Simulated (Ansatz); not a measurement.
# AlP: further runs on the relaxed cell

An exercise on one series of results from a longer session: the logs are not shown, and one member is left open.

The COD entry's cell or inner coordinates are ideal or old and differ from later refinements, so a difference from it is no clean test against experiment.

Method: DFT r2SCAN, scalar-relativistic, plane waves, PAW, in Ansatz 0.2.0.

1 further run of the same task is left out (set aside as unsound or not needed).

## The system as given

Symmetry: F-43m, No. 216, cubic system. The conventional cell has a = 5.479 Å, b = 5.479 Å, c = 5.479 Å, α = 90.00°, β = 90.00°, γ = 90.00°. Al (site symmetry -43m) has 4 P at 2.37 Å as nearest neighbours. Around P (site symmetry -43m) lie 4 Al at 2.37 Å.

As a file:

```
CELL_PARAMETERS angstrom
0.00000 2.73926 2.73926
2.73926 0.00000 2.73926
2.73926 2.73926 0.00000
ATOMIC_POSITIONS crystal
Al 0.00000 0.00000 0.00000
P 0.25000 0.25000 0.25000
```

It is the result of an earlier relaxation at this level (volume 20.55 Å³/atom; gap on the mesh: 1.93 eV).

Set-up of the first run:

Contents of input.yaml:

```yaml
crystal:
  lattice:
    - [0.0, 2.7392606201, 2.7392606201]
    - [2.7392606201, 0.0, 2.7392606201]
    - [2.7392606201, 2.7392606201, 0.0]
  atoms:
    - { symbol: Al, position: [0.0, 0.0, 0.0] }
    - { symbol: P, position: [0.25, 0.25, 0.25] }
basis:
  ecutwfc: 500
kpoints:
  mp_grid: { grid: [8, 8, 8] }
  band_path:
    path:
      - [[0.0, 0.0, 0.0], [-0.5, -0.5, 0.0], [-0.375, -0.375, 0.25]]
      - [[-0.375, 0.0, 0.375], [0.0, 0.0, 0.0], [0.0, 0.0, 0.5], [-0.5, -0.25, 0.25], [-0.5, -0.5, 0.0]]
    npoints: 14
hamiltonian:
  xc: r2scan
scf:
  occupations: { method: gaussian, width: 0.02 }
  n_extra_bands: 6
output:
  forces: true
  stress: true
  eigenvalues: true
  populations: true
  dos: { projected: true, de: 0.02, nscf_kmesh: { grid: [12, 12, 12] } }
  bader: true
```

Started as:

```bash
$ ansatz run input.yaml --threads 1 --pin off --max-ram 2560MiB --backend cpu --events-out ev --progress --plain --runs-dir out
```

Steps of the session up to this table: Static run: bands, density of states and charges; Band edges anywhere in the zone; Levels beside the edges; The cell scaled to 0.97 of its volume; The cell scaled to 1.03 of its volume; The cell scaled to 0.94 of its volume; Point at V/V0 = 1.06.

One table of the session follows, with a row left open; its other results are not shown here.

It belongs to the step «Equation of state». 

| volume (Å³/atom) | energy above the lowest point (meV/atom) | pressure (GPa) | gap on the mesh (eV) |
| --- | --- | --- | --- |
| 19.321 | 23.3 | 6.36 | 1.81 |
| 19.938 | 5.5 | 2.94 | 1.87 |
| 20.554 | 0.0 | 0.01 | 1.93 |
| 21.171 | ? | ? | ? |
| 21.787 | 18.9 | -4.68 | 2.02 |

Estimate the missing values for volume (Å³/atom) = 21.171.

Worked estimate for «energy above the lowest point (meV/atom)». A straight line through the neighbours (20.554, 0.0) and (21.787, 18.9) gives 0.0 + (18.9 − 0.0) × (21.171 − 20.554) / (21.787 − 20.554) = 9.5; a parabola fitted to 3 rows on both sides gives 4.5.

As computed: energy above the lowest point (meV/atom): 4.9; pressure (GPa): -2.51; gap on the mesh (eV): 1.98. In «energy above the lowest point (meV/atom)» the line misses by +4.6 and the parabola by -0.4.
